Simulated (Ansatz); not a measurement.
BaSnO$_{3}$:
Space group Pm-3m (No. 221); a = b = c = 4.1760 Å, α = β = γ = 90.00°

| atom | site | symmetry | x | y | z |
|---|---|---|---|---|---|
| Sn | 1a | m-3m | 0.0000 | 0.0000 | 0.0000 |
| Ba | 1b | m-3m | 0.5000 | 0.5000 | 0.5000 |
| O | 3d | 4/mm.m | 0.0000 | 0.0000 | 0.5000 |

Relaxed with PBE.

Task: Decompose the optical modes at the zone centre into irreducible representations, and say which are infrared and Raman allowed.

Result: Point group m-3m: Γ_opt = 3T1u + T2u. Infrared: T1u. Raman: none.

Task: Assign frequencies (DFPT, plane-wave PAW PBE (Ansatz code); without the LO–TO term).

Result: T1u 114, T2u 194, T1u 214, T1u 568 cm⁻¹.

Symmetry was held in the PBE relaxation. At this level the phase is dynamically unstable (imaginary phonons). Spin–orbit coupling is left out wherever it is not named.

Potentials: the later of the program's two PAW sets.
